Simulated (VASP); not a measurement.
Crystal: ZnS.

```
Zn S
1.0
     0.00000    2.70200    2.70200
     2.70200    0.00000    2.70200
     2.70200    2.70200    0.00000
Zn S
1 1
Direct
  0.75000 0.75000 0.75000
  0.00000 0.00000 0.00000
```

A sound run:

```yaml
Program: VASP 6.6.1
Task: dielectric tensor
Functional: PBE
Potentials_or_basis: VASP PAW PBE potentials, release 64 (Zn, S)
Cutoff: 800 eV
k_mesh: 12 × 12 × 12
Occupations: gaussian, width 0.01 eV
Spin: no spin polarisation
```

It gives band gap on the k mesh 2.12 eV, direct.

Problem. What do these careless settings give instead: cutoff 500 eV in place of 800 eV; k mesh 5 × 5 × 5 in place of 12 × 12 × 12?

Solution. Band gap on the k mesh 2.11 eV, direct. The run converged, but these numbers show the error of the settings and aren't properties of the crystal.
